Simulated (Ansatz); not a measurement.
Gd (Fm-3m); start Gd1↑ Gd2↑ Gd3↓ Gd4↓.

```yaml
crystal:
  lattice:
    - [5.17164, 0.00000, 0.00000]
    - [0.00000, 5.17164, 0.00000]
    - [0.00000, 0.00000, 5.17164]
  atoms:
    - { symbol: Gd, position: [0.00000, 0.00000, 0.00000] }
    - { symbol: Gd, position: [0.50000, 0.50000, 0.00000] }
    - { symbol: Gd, position: [0.50000, 0.00000, 0.50000] }
    - { symbol: Gd, position: [0.00000, 0.50000, 0.50000] }
```

Geometry: a structure from the Materials Project, repeated to hold the magnetic orders; nothing is relaxed.

Functional, mesh and filling: PBE, 6×6×6 k mesh, Fermi–Dirac smearing of 0.05 eV. LAPW is all-electron LAPW in Ansatz 0.2.0. Site moments are integrated in spheres about the atoms. Start moments (μB): Gd1 7, Gd2 7, Gd3 -7, Gd4 -7.

The self-consistent cycle went as follows.

```
iteration  Harris–Foulkes energy less the last (meV)  density residual (eV)  M (μB)  ∫|m| (μB)
        1                                    560.744                4.6e-02  0.0000    29.0779
        2                                    527.804                3.4e-02  0.0000    29.1728
        3                                    178.086                5.3e-03  0.0000    29.2742
        4                                    107.298                4.1e-03  0.0000    29.2984
        5                                     16.948                1.2e-03  0.0000    29.2635
        6                                      0.495                2.2e-05  0.0000    29.2301
        7                                      0.054                3.3e-06  0.0000    29.2155
        8                                      0.008                2.8e-07  0.0000    29.2094
        9                                      0.000                2.6e-08  0.0000    29.2068
       10                                      0.000                7.9e-09  0.0000    29.2061
       11                                      0.000                4.9e-10  0.0000    29.2062
```

Site moments (μB): Gd1 7.25, Gd2 7.25, Gd3 -7.25, Gd4 -7.25. Cell moment 0.00 μB.

Without U a semilocal functional puts the f levels too near the Fermi level, which can change moments and the order of magnetic states; site and cell moments are spin moments. Spin–orbit coupling is left out although heavy atoms are present. With open f shells a run can end in a state that isn't the lowest. These are results for the start and cell typed. The real compound can order otherwise, in a larger cell, or not at all, since semilocal functionals at zero temperature often overstate magnetism.
